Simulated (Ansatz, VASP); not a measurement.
**One calculation of MoS2, two programs**

File INCAR:

```
SYSTEM = MoS2
PREC = Accurate ; ENCUT = 520
EDIFF = 1E-6 ; ISMEAR = 0
SIGMA = 0.05 ; LREAL = .FALSE.
LASPH = .TRUE. ; NELM = 150
ALGO = Fast ; ISIF = 2
LWAVE = .FALSE. ; LCHARG = .FALSE.
ISPIN = 2 ; MAGMOM = 2 0 0
LORBIT = 11 ; LMAXMIX = 4
GGA = PE ; NBANDS = 24
```

Contents of KPOINTS:

```
regular mesh
0
G
  7 7 7
  0 0 0
```

Contents of POSCAR:

```
MoS2
1.0
    1.5814998900      0.9130793900      6.1233282100
   -1.5814998900      0.9130793900      6.1233282100
    0.0000000000     -1.8261587800      6.1233282100
Mo S
1 2
Direct
    0.0000000000      0.0000000000      0.0000000000
    0.7484000000      0.7484000000      0.7484000000
    0.5849000000      0.5849000000      0.5849000000
```

Input for Ansatz:

```yaml
crystal:
  lattice:
    - [1.58149989, 0.91307939, 6.12332821]
    - [-1.58149989, 0.91307939, 6.12332821]
    - [0.0, -1.82615878, 6.12332821]
  atoms:
    - { symbol: Mo, position: [0.0, 0.0, 0.0], spin: 2.0 }
    - { symbol: S, position: [0.7484, 0.7484, 0.7484] }
    - { symbol: S, position: [0.5849, 0.5849, 0.5849] }
basis:
  ecutwfc: 420
  ecutrho_ratio: 4
kpoints:
  mp_grid: { grid: [7, 7, 7] }
hamiltonian:
  xc: pbe
scf:
  occupations: { method: gaussian, width: 0.05 }
  lower_state_search: "off"
  max_iter: 150
output:
  forces: true
  stress: true
  eigenvalues: true
  populations: true
  hubbard: { sites: [{ site: 0, l: d }] }
magnetization:
  spin_polarized: true
```

Alike in both runs: task single point; functional PBE; k mesh 7 × 7 × 7; occupations gaussian, width 0.05 eV; collinear spin.

```csv
,VASP,Ansatz
version,VASP 6.6.1,Ansatz 0.2.0
potentials or method,"VASP PAW PBE potentials, release 64 (Mo_sv, S)","scalar-relativistic, plane waves, PAW"
plane-wave cutoff (eV),520,420
valence electrons in the cell,26,26
```

Ansatz gave:

- gap on the k mesh at the Fermi level (eV): 0.94
- least direct gap on the mesh (eV): 1.99
- pressure (GPa): 9.3
- largest component of the traceless stress (GPa): 4.66
- rms of the force components (eV/Å): 0.608
- net moment per atom (μB): 0.00

**Question.** What did VASP give for the same quantities?

**Answer.** gap on the k mesh at the Fermi level (eV): 0.96; least direct gap on the mesh (eV): 2.01; pressure (GPa): 9.1; largest component of the traceless stress (GPa): 4.60; rms of the force components (eV/Å): 0.599; net moment per atom (μB): 0.00.

Atom by atom the forces differ by 0.009 eV/Å (rms over components). Ansatz warned: «seeded_moment_not_kept».

Caveats: an odd mesh through Γ misses points on the zone boundary, where band edges often lie; forces of over 1 eV/Å show positions far from the minimum, so gaps and moduli don't describe the material at rest. PBE gaps usually lie below the measured ones, often by a third to a half.
